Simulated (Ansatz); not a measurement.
# BN (P6_3mc) in Ansatz: notebook

Aim: see how the results for BN move with the level of theory and the settings. Levels: BLYP+D3(BJ), BLYP+D4, PBE. Tasks: relaxation of cell and atoms, single point.

All numbers are computed with Ansatz 0.2.0; they aren't measurements. Logs are shortened: lines on timing, memory, paths and dates and some standing lists are left out, and cuts for length are marked.

**1. The crystal as given**

It takes space group P6_3mc (No. 186, hexagonal). The conventional cell has a = 2.554 Å, b = 2.554 Å, c = 4.227 Å, α = 90.00°, β = 90.00°, γ = 120.00°. N (site symmetry 3m) is surrounded by 4 B at 1.57 to 1.58 Å. Around B (site symmetry 3m) lie 4 N at 1.57 to 1.58 Å.

Measurements of this composition are mostly on another form, of space group No. 194.

**2. Relaxation of cell and atoms, BLYP+D3(BJ)**

input.yaml reads:

```yaml
crystal:
  lattice:
    - [2.5539396017, 0.0, 0.0]
    - [-1.2769698009, 2.2117765748, 0.0]
    - [0.0, 0.0, 4.226855]
  atoms:
    - { symbol: "N", position: [0.3333333333, 0.6666666667, 0.125276] }
    - { symbol: "N", position: [0.6666666667, 0.3333333333, 0.625276] }
    - { symbol: B, position: [0.3333333333, 0.6666666667, 0.499724] }
    - { symbol: B, position: [0.6666666667, 0.3333333333, 0.999724] }
hamiltonian:
  xc: blyp
  pseudopotentials: { kind: paw }
  dispersion: d3bj
kpoints:
  mp_grid: { grid: [12, 12, 6] }
scf:
  occupations: { method: fermi_dirac, width: 0.05 }
output:
  forces: true
  stress: true
  eigenvalues: true
relax:
  f_tol: 0.01
  max_steps: 40
  cell: { stress_tol: 0.05 }
```

Potentials or basis: Ansatz PAW.

Launch:

```console
> ansatz run input.yaml --threads 2 --pin off --max-ram 5632MiB --backend cpu --events-out ev --progress --plain --runs-dir out
```

Output:

```text
Warning: RAYON_NUM_THREADS=2 ignored (pool sized by the plan → 2); use --threads N
Engine: ansatz 0.2.0, x86_64-unknown-linux-gnu
Pseudopotentials: kind: paw
Pseudopotential: N, paw, valence charge 5, recommended cutoff 420 eV (normal), N.paw.azcp
Pseudopotential: B, paw, valence charge 3, recommended cutoff 420 eV (normal), B.paw.azcp
Functional definition: BLYP
  parameter beta = 0.0042
  parameter a = 0.04918
  parameter b = 0.132
  parameter c = 0.2533
  parameter d = 0.349
  exchange = b88_x(beta = beta)
  correlation = lyp_c(a = a, b = b, c = c, d = d)
Crystal: 4 atoms, lattice volume = 23.876 Å³
Basis set: ecut = 420 eV, 465 PW (Γ), exchange–correlation on 36×36×60 points (8 copies of the dense FFT grid, shifted against one another)
Bands: 12, of which v1, the nominal top of the filled ones, is band 8 counted from 1 (7 counted from 0)
Symmetry: 12 space group operations
Space group: P63mc (ITA 186), of the structure as read, at distance tolerance 2.9e-5 Å
k-points: 76 of 864 (time reversal used)
Non-local potential: N, projectors of the file, l = 0: 2, l = 1: 2, l = 2: 1
Non-local potential: B, projectors of the file, l = 0: 2, l = 1: 2, l = 2: 1
PAW form: soft (Blöchl's): semilocal exchange-correlation on the pseudo side does not see the compensation charge
PAW frozen core: N, regenerated for the run's functional, and the local potential with it (the file was generated under x = pbe(κ = 0.804, μ = 0.2195149727645171), c = pbe(β = 0.06672455060314922))
PAW frozen core: B, regenerated for the run's functional, and the local potential with it (the file was generated under x = pbe(κ = 0.804, μ = 0.2195149727645171), c = pbe(β = 0.06672455060314922))
PAW one-centre angular grid: N, 110 points (default); XC on 64 Gauss nodes
PAW one-centre angular grid: B, 110 points (default); XC on 64 Gauss nodes
Initial density: superposition of atomic densities (neutral atoms: chi_scale 0, normalization atom), corrected by the library's trained network
Initial wavefunctions: pseudopotential atomic-orbital guess
Functional: x = b88, c = lyp
SCF iter   1: F=—  HF=-1089.571681 eV  |F-HF|=—  |Δ(HF+E_count)|=         —  Δρ=2.15e-2  dr2=8.17e-2  ethr=1.77e-3  ⟨swp⟩=5.3  Hψ=4823  notcnv=0
preconditioner: auto → none  [insulator: Δε(μ)=5.810 eV  Ē_g=17.697 eV  σ=0.050 eV  W_gap=1.00  n_scr=2 (ndim 8)  ℏωp=30.4 eV  f_vac=0.000  D(μ)=0.00/eV (n_scr^D=0)  ε∞_Penn≈4.0]
SCF iter   2: F=—  HF=-1089.546628 eV  |F-HF|=—  |Δ(HF+E_count)|=   2.51e-2  Δρ=6.50e-3  dr2=7.77e-3  ethr=5.10e-4  ⟨swp⟩=2.8  Hψ=2363  notcnv=0
SCF iter   3: F=—  HF=-1089.544298 eV  |F-HF|=—  |Δ(HF+E_count)|=   2.33e-3  Δρ=2.11e-3  dr2=7.49e-4  ethr=4.85e-5  ⟨swp⟩=2.0  Hψ=1627  notcnv=0
SCF iter   4: F=—  HF=-1089.544124 eV  |F-HF|=—  |Δ(HF+E_count)|=   1.74e-4  Δρ=3.45e-4  dr2=1.65e-5  ethr=4.68e-6  ⟨swp⟩=2.1  Hψ=1525  notcnv=0
SCF iter   5: F=—  HF=-1089.544127 eV  |F-HF|=—  |Δ(HF+E_count)|=   2.99e-6  Δρ=3.63e-5  dr2=1.19e-7  ethr=1.03e-7  ⟨swp⟩=2.0  Hψ=1453  notcnv=0
SCF iter   6: F=-1089.544127 eV  HF=-1089.544127 eV  |F-HF|=1.05e-9  |Δ(HF+E_count)|=   1.40e-7  Δρ=5.73e-6  dr2=3.62e-9  ethr=6.25e-10  ⟨swp⟩=5.0  Hψ=4257  notcnv=0
SCF 1 converged in 6 iterations: F = -1089.544127 eV  dr2 = 3.62e-9
relax step   1: F+E_penalty+E_count = -1089.54412695 eV  Δ(F+E_penalty+E_count) = +0.000e0 eV  max|allowed force component| = 3.029e-2 eV/Å  Δτ_max = 0.0000 Å  P = -4.032 GPa  Ω = 23.876 Å³  (6 SCF iters, dr2 threshold 1.00e-7 eV, accepted)
Crystal: 4 atoms, lattice volume = 23.728 Å³
Initial density: handed on by an earlier stage of this run
Initial wavefunctions: those handed on with the density
iter 1 solved again at ethr=3.96e-6 eV; its pass at ethr=3.10e-3 eV (dr2=6.33e-4 eV) is discarded
SCF iter   1: F=—  HF=-1089.548175 eV  |F-HF|=—  |Δ(HF+E_count)|=         —  Δρ=1.71e-3  dr2=5.99e-4  ethr=3.96e-6  ⟨swp⟩=1.0  Hψ=5781  notcnv=0
preconditioner: auto → none  [insulator: Δε(μ)=5.624 eV  Ē_g=17.700 eV  σ=0.050 eV  W_gap=1.00  n_scr=2 (ndim 8)  ℏωp=30.5 eV  f_vac=0.000  D(μ)=0.00/eV (n_scr^D=0)  ε∞_Penn≈4.0]
SCF iter   2: F=—  HF=-1089.547985 eV  |F-HF|=—  |Δ(HF+E_count)|=   1.90e-4  Δρ=6.41e-4  dr2=7.11e-5  ethr=3.75e-6  ⟨swp⟩=2.1  Hψ=1427  notcnv=0
SCF iter   3: F=—  HF=-1089.547968 eV  |F-HF|=—  |Δ(HF+E_count)|=   1.69e-5  Δρ=2.14e-4  dr2=9.29e-6  ethr=4.45e-7  ⟨swp⟩=2.7  Hψ=1565  notcnv=0
[... 27 lines left out ...]
SCF iter   4: F=—  HF=-1089.547513 eV  |F-HF|=—  |Δ(HF+E_count)|=   4.11e-8  Δρ=1.53e-6  dr2=1.47e-10  ethr=8.00e-11  ⟨swp⟩=2.0  Hψ=1520  notcnv=0
SCF iter   5: F=-1089.547513 eV  HF=-1089.547513 eV  |F-HF|=2.05e-12  |Δ(HF+E_count)|=  2.10e-10  Δρ=1.64e-7  dr2=1.70e-12  ethr=1.00e-12  ⟨swp⟩=4.1  Hψ=3056  notcnv=0
SCF 5 converged in 5 iterations: F = -1089.547513 eV  dr2 = 1.70e-12
relax step   5: F+E_penalty+E_count = -1089.54751273 eV  Δ(F+E_penalty+E_count) = +1.846e-3 eV  max|allowed force component| = 2.430e-4 eV/Å  Δτ_max = 0.0000 Å  P = -0.119 GPa  Ω = 23.623 Å³  stress off target by 1.27e-1 GPa  SCF on the basis re-selected at this cell (its energy is not comparable with the rows above)  (5 SCF iters)
basis re-selected at this cell: Δ(F+E_penalty+E_count) = +1.846e-3 eV, ΔP = -0.121 GPa vs the last step (what re-selecting the basis moved, of the pressure what is left beyond the Pulay correction that the steps carried, after the strain that the cell walked since its last selection, with what the two solves' SCF thresholds leave and, on support functions, any second-order correction that the steps lacked; it is no measure of the basis error at this ecutwfc). This SCF's stress stands 1.27e-1 GPa from its target on what of the cell is left free (relax.cell.stress_tol is 5.00e-2 GPa) and its largest allowed force component is 2.43e-4 eV/Å (relax.f_tol is 1.00e-2 eV/Å): not within both, so this SCF does not close the relaxation
iter 1 solved again at ethr=9.30e-9 eV; its pass at ethr=3.10e-3 eV (dr2=1.49e-6 eV) is discarded
SCF iter   1: F=—  HF=-1089.547571 eV  |F-HF|=—  |Δ(HF+E_count)|=         —  Δρ=8.29e-5  dr2=1.40e-6  ethr=9.30e-9  ⟨swp⟩=1.0  Hψ=5782  notcnv=0
preconditioner: auto → none  [insulator: Δε(μ)=5.600 eV  Ē_g=17.751 eV  σ=0.050 eV  W_gap=1.00  n_scr=2 (ndim 8)  ℏωp=30.6 eV  f_vac=0.000  D(μ)=0.00/eV (n_scr^D=0)  ε∞_Penn≈4.0]
SCF iter   2: F=—  HF=-1089.547571 eV  |F-HF|=—  |Δ(HF+E_count)|=   6.41e-7  Δρ=3.08e-5  dr2=1.64e-7  ethr=8.77e-9  ⟨swp⟩=2.0  Hψ=1502  notcnv=0
SCF iter   3: F=-1089.547571 eV  HF=-1089.547571 eV  |F-HF|=8.40e-9  |Δ(HF+E_count)|=   4.49e-8  Δρ=1.04e-5  dr2=2.20e-8  ethr=2.53e-10  ⟨swp⟩=4.0  Hψ=3031  notcnv=0
SCF 6 converged in 3 iterations: F = -1089.547571 eV  dr2 = 2.20e-8
relax step   6: F+E_penalty+E_count = -1089.54757144 eV  Δ(F+E_penalty+E_count) = -5.871e-5 eV  max|allowed force component| = 1.506e-4 eV/Å  Δτ_max = 0.0000 Å  P = -0.005 GPa  Ω = 23.616 Å³  energy of the carried Pulay correction = +5.594e-5 eV  (3 SCF iters, dr2 threshold 4.05e-8 eV, accepted)
iter 1 solved again at ethr=2.47e-8 eV; its pass at ethr=3.10e-3 eV (dr2=3.95e-6 eV) is discarded
SCF iter   1: F=—  HF=-1089.547531 eV  |F-HF|=—  |Δ(HF+E_count)|=         —  Δρ=1.09e-5  dr2=2.13e-8  ethr=2.47e-8  ⟨swp⟩=3.0  Hψ=7692  notcnv=0
preconditioner: auto → none  [insulator: Δε(μ)=5.599 eV  Ē_g=17.751 eV  σ=0.050 eV  W_gap=1.00  n_scr=2 (ndim 8)  ℏωp=30.6 eV  f_vac=0.000  D(μ)=0.00/eV (n_scr^D=0)  ε∞_Penn≈4.0]
SCF iter   2: F=—  HF=-1089.547531 eV  |F-HF|=—  |Δ(HF+E_count)|=   5.97e-8  Δρ=5.26e-6  dr2=3.64e-9  ethr=1.33e-10  ⟨swp⟩=2.0  Hψ=1520  notcnv=0
SCF iter   3: F=—  HF=-1089.547531 eV  |F-HF|=—  |Δ(HF+E_count)|=   1.03e-9  Δρ=1.36e-6  dr2=3.52e-10  ethr=2.27e-11  ⟨swp⟩=2.7  Hψ=1540  notcnv=0
SCF iter   4: F=-1089.547531 eV  HF=-1089.547531 eV  |F-HF|=1.36e-11  |Δ(HF+E_count)|=  2.41e-11  Δρ=4.45e-7  dr2=2.49e-11  ethr=1.00e-12  ⟨swp⟩=2.9  Hψ=3669  notcnv=0
SCF 7 converged in 4 iterations: F = -1089.547531 eV  dr2 = 2.49e-11
relax step   7: F+E_penalty+E_count = -1089.54753118 eV  Δ(F+E_penalty+E_count) = +4.026e-5 eV  max|allowed force component| = 1.598e-4 eV/Å  Δτ_max = 0.0000 Å  P = -0.005 GPa  Ω = 23.616 Å³  stress off target by 5.26e-3 GPa  SCF on the basis re-selected at this cell (its energy is not comparable with the rows above)  (4 SCF iters)
basis re-selected at this cell: Δ(F+E_penalty+E_count) = +4.026e-5 eV, ΔP = -0.000 GPa vs the last step (what re-selecting the basis moved, of the pressure what is left beyond the Pulay correction that the steps carried, after the strain that the cell walked since its last selection, with what the two solves' SCF thresholds leave and, on support functions, any second-order correction that the steps lacked; it is no measure of the basis error at this ecutwfc). This SCF's stress stands 5.26e-3 GPa from its target on what of the cell is left free (relax.cell.stress_tol is 5.00e-2 GPa) and its largest allowed force component is 1.60e-4 eV/Å (relax.f_tol is 1.00e-2 eV/Å): within both
SCF converged after 4 iterations
Free energy (F): -1089.547531 eV
Harris-Foulkes:  -1089.547531 eV  (|F-HF|=1.36e-11)
Internal energy: -1089.547531 eV  (E = F + TS)
E sigma→0 (E₀):  -1089.547531 eV
Fermi energy:    14.466414 eV
--- Per-component energies (eV) ---
  E_band       = 60.002481
  E_kinetic    = 374.018944
  E_local      = -359.746014  (includes V_loc(G=0)·N_el)
  E_nonlocal   = 116.194326
  E_hartree    = 101.966089
  E_xc         = -183.511899
  E_vxc        = -227.702731  (∫ρ·V_xc dr)
  E_paw        = -420.906382  (= ΣΔE_a)
  E_vpaw       = -46.694502  (= ΣTr[D̂ρ^β])
  E_aug_tail   = 0.000205  (compensation charges beyond the density's cutoff)
  E_ewald      = -715.939986
  E_disp       = -1.629030  (pairwise vdW)
  E_core_change = 0.006216  (= ΣΔE_core)
  E_smearing   = -0.000000  (= −TS)
  E_closure    = -0.000000  (closes the sum)
  Σ components = -1089.547531   (vs F -1089.547531, Δ=0.00e0)
--- Forces (eV/Å), atoms counted from 1 ---
  atom   1  N     -0.00000000     0.00000000    -0.00015274
  atom   2  N      0.00000000    -0.00000000    -0.00015274
  atom   3  B      0.00000000    -0.00000000     0.00016682
  atom   4  B     -0.00000000     0.00000000     0.00016682
  max |Σ_I F_I| component: 2.82e-5 eV/Å
--- Stress (GPa, compression-positive) ---
       -0.005262      -0.000000      -0.000000
       -0.000000      -0.005262       0.000000
       -0.000000       0.000000      -0.003817
  P = ⅓ Tr σ = -0.0048 GPa (-0.048 kbar)
--- Band table (eV; the first three rows and the last of 76) ---
  k-point 0: bands = ["-8.5367", "-4.4501", "0.9698", "9.5714", "9.5714", "11.4087", "11.6624", "11.6624", "20.1654", "20.1654", "20.4093", "21.4474"]
  k-point 1: bands = ["-8.3721", "-5.0004", "1.8100", "9.6871", "9.6871", "10.5397", "11.4891", "11.4891", "20.3659", "20.3659", "20.7668", "21.4381"]
  k-point 2: bands = ["-7.8840", "-6.0716", "3.7291", "8.5034", "10.0175", "10.0175", "11.0472", "11.0472", "20.9208", "20.9208", "21.2111", "21.4138"]
  k-point 75: bands = ["-3.1738", "-3.1738", "2.9957", "2.9957", "4.1148", "4.1148", "8.6759", "8.6759", "21.2495", "21.2495", "22.1541", "22.1541"]
--- Relaxed structure (5 steps of the walk, 5 accepted, 2 SCFs on fresh bases) ---
  F+E_penalty+E_count = -1089.54753118 eV   max|allowed force component| = 1.598e-4 eV/Å   (the final SCF, on the basis selected at the relaxed cell)
  cell:  # Å, volume = 23.6156 Å³
    - [2.545095586102201, 2.8767544539725455e-11, 2.1707840915141744e-34]
    - [-1.2725477930760138, 2.2041174326097677, -3.057802977612769e-34]
    - [3.5927198846617994e-34, -3.7694110265304126e-34, 4.209783043138921]
  atoms:
    - { symbol: N, position: [0.33333333333333326, 0.6666666666666666, 0.12516307761896134] }
    - { symbol: N, position: [0.6666666666666666, 0.3333333333333333, 0.6251630776189614] }
    - { symbol: B, position: [0.33333333333333326, 0.6666666666666666, 0.49983692238103844] }
    - { symbol: B, position: [0.6666666666666666, 0.3333333333333333, 0.9998369223810384] }
```

It took 23 s on 2 threads of Intel Xeon at 2.50GHz (Skylake/Cascade Lake), shared host; peak memory 0.34 GiB.

What came out:

```yaml
Free_energy: -1089.5475 eV
Relaxed_volume: 5.90 Å³/atom
Relaxed_cell: a = 2.545 Å, b = 2.545 Å, c = 4.210 Å, α = 90.00°, β = 90.00°, γ = 120.00°
Space_group_after_relaxing_to_0.05_Å: P6_3mc (No. 186)
Energy_gained_by_relaxing: 0.9 meV/atom
Ionic_steps: 7
Pressure_after_relaxing: 0.0 GPa
Band_gap_on_the_k_mesh: 5.60 eV, indirect (least direct gap 8.45 eV)
```

Step by step:
```
step  energy change (eV)  largest force (eV/Å)  volume (Å³)
   1              0.0000                0.0303        23.88
   2             -0.0038                0.0021        23.73
   3             -0.0053                0.0086        23.62
   4             -0.0052                0.0003        23.62
   5             -0.0034                0.0002        23.62
   6             -0.0034                0.0002        23.62
   7             -0.0034                0.0002        23.62
```

Final structure:
```
N B
1.0
     2.54510    0.00000    0.00000
    -1.27255    2.20412    0.00000
     0.00000    0.00000    4.20978
N B
2 2
Direct
  0.33333 0.66667 0.12516
  0.66667 0.33333 0.62516
  0.33333 0.66667 0.49984
  0.66667 0.33333 0.99984
```

Levels at points of the mesh, in eV from the valence-band top:
```csv
k point,band 6,band 7,band 8,band 9,band 10,band 11
"(0.00, 0.00, 0.00)",-0.25,0.00,0.00,8.50,8.50,8.75
"(0.00, 0.00, -0.50)",-1.16,-1.16,-1.16,9.70,9.70,10.06
"(0.00, -0.50, 0.00)",-4.90,-4.27,-2.09,7.07,8.27,10.78
"(0.00, -0.50, -0.50)",-3.70,-3.51,-3.51,6.94,6.94,10.30
```

Caveat: the plane-wave basis is chosen anew once the cell has moved, so the energies of steps on either side of that aren't comparable; the pressure holds a Pulay correction of +1.2 GPa for the finite cutoff; the PAW data sets come from PBE, with cores solved anew for the run's functional, which leaves a small shift of forces and pressure. A k mesh can miss the band edges.

[end of part 1 of 2]
